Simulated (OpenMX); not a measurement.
# MoS2 under changes of volume

One of the cells (17.864 Å³/atom); the others are scaled copies at fixed shape and fractional positions:

```
Mo S
1.0
     3.16900    0.00000    0.00000
    -1.58450    2.74443    0.00000
     0.00000    0.00000   12.32400
Mo S
2 4
Direct
  0.66667 0.33333 0.75000
  0.33333 0.66667 0.25000
  0.66667 0.33333 0.37700
  0.33333 0.66667 0.87700
  0.66667 0.33333 0.12300
  0.33333 0.66667 0.62300
```

| Property | Result |
| --- | --- |
| Program | OpenMX 3.8.5 |
| Functional | PBE |
| Potentials or basis | OpenMX 2013 PBE set, Mo7.0-s3p2d1, S7.0-s2p2d1, fixed grid of 32 × 32 × 147 points |
| k mesh | 11 × 11 × 3 |
| Occupations | fermi-dirac, width 0.05 eV |
| Spin | no spin polarisation |

| volume (Å³/atom) | energy over the lowest point (meV/atom) | gap on the mesh (eV) | largest force (eV/Å) |
| --- | --- | --- | --- |
| 16.792 | ? | ? | ? |
| 17.149 | 51.94 | 0.89 | 1.239 |
| 17.507 | 27.71 | 0.91 | 0.849 |
| 17.864 | 11.48 | 0.93 | 0.489 |
| 18.221 | 2.49 | 0.95 | 0.156 |
| 18.578 | 0.00 | 0.96 | 0.152 |
| 18.936 | 3.39 | 0.97 | 0.434 |

**Question.** What does the run at 16.792 Å³/atom give?

**Answer.** Energy over the lowest point 85.03 meV/atom; gap on the mesh 0.87 eV; largest force 1.662 eV/Å.

Worked out: A Birch-Murnaghan fit of order 3 (a polynomial in V^(-2/3)) to the other rows has its minimum at 18.54 Å³/atom with B0 = V·E''(V) = 138 GPa and B' = 4.2 at fixed shape and positions, which overstates the stiffness. It gives 84.96 meV/atom at 16.792 Å³/atom, against the run's 85.03. A straight line through the other rows of the gap, of slope 0.823 eV per unit of ln V, extrapolates to 0.88 eV, against the run's 0.87.

Energies are extrapolated to zero smearing.

Caveats: an odd mesh through Γ misses points on the zone boundary, where band edges often lie; this functional lacks dispersion, which binds the layers, so the pressure and a relaxed spacing across them are unreliable; the basis of atomic orbitals isn't converged, which shifts pressures, moduli and gaps; forces of over 1 eV/Å show positions far from the minimum, so gaps and moduli don't describe the material at rest (some runs). Spin-orbit coupling on Mo is left out.
